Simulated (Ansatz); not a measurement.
**BiTe: a phonon run with k mesh 6×6×6**

All numbers below come from DFT PBE, scalar-relativistic, plane waves, PAW in Ansatz.

Launched with:
```bash
ansatz run input.yaml --threads 1 --pin off --max-ram 3072MiB --backend cpu --events-out ev --progress --plain --runs-dir out
```

Input (bare energies are in eV):
```yaml
crystal:
  lattice:
    - [0.0, 3.2548796324, 3.2548796324]
    - [3.2548796324, 0.0, 3.2548796324]
    - [3.2548796324, 3.2548796324, 0.0]
  atoms:
    - { symbol: Bi, position: [0.0, 0.0, 0.0] }
    - { symbol: Te, position: [0.5, 0.5, 0.5] }
basis:
  ecutwfc: 420
kpoints:
  mp_grid: { grid: [6, 6, 6] }
hamiltonian:
  xc: pbe
scf:
  occupations: { method: fermi_dirac, width: 0.15 }
output:
  eigenvalues: true
phonons:
  method: dfpt
```

From the output:
```
--- Phonons (Γ-DFPT): 2 representative perturbations + reference, on 30 of 216 k-points (Σ response iterations 6) ---
  k mesh reduced under 8 symmetry operations, with k and −k counted as one. Each operation leaves every solved perturbation unchanged. A smaller set is not used because it would not reduce the number of displacements ...
  ASR residual: 3.608e-4 → 0.000e0 eV/Å²; symmetrization residual: 1.982e-5 eV/Å²
  ASR residual per site (eV/Å²): 8.05e-5 3.61e-4
  Γ frequencies (cm⁻¹): 0.00 0.00 0.00 95.06 95.06 95.06
  non-analytic LO–TO correction: not included (Born effective charges unavailable; polar crystals: no LO–TO splitting at Γ)
```

It took 24 s on 1 thread of Intel(R) Xeon(R) Processor @ 2.50GHz (Skylake/Cascade Lake), on a shared host, peak memory 0.5 GiB.

Beside the reference run (Settings: 420 eV plane-wave cutoff, Γ-centred 12×12×12 mesh, Fermi-Dirac smearing of 0.15 eV. No spin polarisation. Phonons by linear response, acoustic sum rule imposed.), the optical modes at Γ (cm⁻¹, by rank, those that always equal the one before left out, no LO field; i marks imaginary):
```
      setting mode 1
reference run      85
 k mesh 6×6×6      95
```

In a metal, frequencies and elastic constants depend on the k mesh and the smearing, soft modes and shear constants most. Spin–orbit coupling is left out, which can shift energies with elements as heavy as these.